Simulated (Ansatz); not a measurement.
# GaSb: the cost of one run

Computed with Ansatz 0.2.0 (DFT PBE, scalar-relativistic, plane waves, PAW, unless a step's input says otherwise).

17 further runs of the same task are left out: 17 set aside as unsound or not needed.

## (1) The system as given

It takes space group I-4m2 (No. 119, tetragonal). The conventional cell has a = 5.532 Å, b = 5.532 Å, c = 3.162 Å, α = 90.00°, β = 90.00°, γ = 90.00°. Ga (site symmetry -4m2) has 4 Sb at 2.88 Å and 2 Ga at 3.16 Å as nearest neighbours. Sb (site symmetry -4m2) is surrounded by 4 Ga at 2.88 Å and 2 Sb at 3.16 Å.

Structure file:

```cif
data_structure
_symmetry_space_group_name_H-M 'P 1'
_symmetry_Int_Tables_number 1
_cell_length_a 4.2191
_cell_length_b 4.2191
_cell_length_c 4.2191
_cell_angle_alpha 98.074
_cell_angle_beta 98.074
_cell_angle_gamma 135.981
_cell_volume 48.39
loop_
_atom_site_label
_atom_site_type_symbol
_atom_site_fract_x
_atom_site_fract_y
_atom_site_fract_z
_atom_site_occupancy
Ga1 Ga 0.25000 0.75000 0.50000 1
Sb1 Sb 0.00000 0.00000 0.00000 1
```

It goes back to an entry of the Materials Project, which need not be the stable form.

This cell was relaxed beforehand with the same method: volume 24.19 Å³/atom, gap on the mesh none (metal).

## (2) Plan of the line

The energy is mapped over the lattice constants a and c of the conventional cell.

- lattice constant a (and b): 7 values from 5.145 to 5.919 Å
- lattice constant c: 7 values from 2.783 to 3.542 Å

Nothing else is relaxed (symmetry fixes all fractional coordinates). Energies count from the relaxed crystal. Points are written as (first, second).

## (3) Point (5.274 Å, 2.783 Å)

Input file input.yaml:

```yaml
crystal:
  lattice:
    - [-2.63685, 2.63685, 1.3914]
    - [2.63685, -2.63685, 1.3914]
    - [2.63685, 2.63685, -1.3914]
  atoms:
    - { symbol: Ga, position: [0.25, 0.75, 0.5] }
    - { symbol: Sb, position: [0.0, 0.0, 0.0] }
basis:
  ecutwfc: 420
kpoints:
  mp_grid: { grid: [16, 16, 16] }
hamiltonian:
  xc: pbe
  pseudopotentials: { kind: paw, azcp: { folder: soft_1 } }
scf:
  occupations: { method: gaussian, width: 0.15 }
output:
  forces: true
  stress: true
  eigenvalues: true
```

The run is started by

```sh
> ansatz run input.yaml --threads 1 --pin off --max-ram 2048MiB --backend cpu --events-out ev --progress --plain --runs-dir out
```

Q: Estimate wall time and peak memory on 1 thread of Intel Xeon 6975P-C (Granite Rapids), shared host.

About 11 s, with a peak of 0.59 GiB.
